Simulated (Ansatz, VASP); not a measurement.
**LiF in VASP and in Ansatz**

The input INCAR:

```
SYSTEM = LiF
ALGO     = Normal         ! electronic algorithm
EDIFF    = 1E-7           ! SCF threshold, eV
ENCUT    = 520            ! plane-wave cutoff, eV
GGA      = PE             ! functional
ISIF     = 2              ! what is computed and relaxed
ISMEAR   = 0              ! smearing method
LASPH    = .TRUE.         ! aspherical terms in the spheres
LCHARG   = .TRUE.         ! write CHGCAR
LELF     = .TRUE.         ! ELF
LREAL    = .FALSE.        ! projectors in reciprocal space
LVHAR    = .TRUE.       
LWAVE    = .FALSE.        ! write WAVECAR
NBANDS   = 12             ! bands
NELM     = 80             ! most SCF steps
PREC     = Accurate       ! precision mode
SIGMA    = 0.05           ! smearing width, eV
```

The input KPOINTS:

```
k-points
0
G
  10 10 10
  0 0 0
```

POSCAR

```
LiF
1.0
    0.0000000000      2.0140000000      2.0140000000
    2.0140000000      0.0000000000      2.0140000000
    2.0140000000      2.0140000000      0.0000000000
Li F
1 1
Direct
    0.0000000000      0.0000000000      0.0000000000
    0.5620655412      0.5620655412      0.4379344588
```

Input for Ansatz:

```yaml
crystal:
  lattice:
    - [0.0, 2.014, 2.014]
    - [2.014, 0.0, 2.014]
    - [2.014, 2.014, 0.0]
  atoms:
    - { symbol: Li, position: [0.0, 0.0, 0.0] }
    - { symbol: F, position: [0.5620655412, 0.5620655412, 0.4379344588] }
basis:
  ecutwfc: 420
kpoints:
  mp_grid: { grid: [10, 10, 10] }
hamiltonian:
  xc: pbe
scf:
  occupations: { method: gaussian, width: 0.05 }
output:
  forces: true
  stress: true
  eigenvalues: true
```

Change from the starting cell: all F atoms moved -0.250 Å, as atom 2 towards its neighbour atom 1 (Li) at 2.014 Å.

Alike in both runs: task single point; functional PBE; k mesh 10 × 10 × 10; occupations gaussian, width 0.05 eV; no spin polarisation.

```csv
,VASP,Ansatz
version,VASP 6.6.1,Ansatz 0.2.0
potentials or method,"VASP PAW PBE potentials, release 64 (Li_sv, F)","scalar-relativistic, plane waves, PAW"
plane-wave cutoff (eV),520,420
valence electrons in the cell,10,10
```

VASP gave:

* gap on the k mesh at the Fermi level (eV): 8.99
* least direct gap on the mesh (eV): 8.99
* rms of the force components (eV/Å): 0.405

**Question.** Estimate Ansatz's values.

**Answer.** gap on the k mesh at the Fermi level (eV): 9.00; least direct gap on the mesh (eV): 9.00; rms of the force components (eV/Å): 0.386.

Atom by atom the forces differ by 0.020 eV/Å (rms over components).

 A k mesh can miss the band edges.
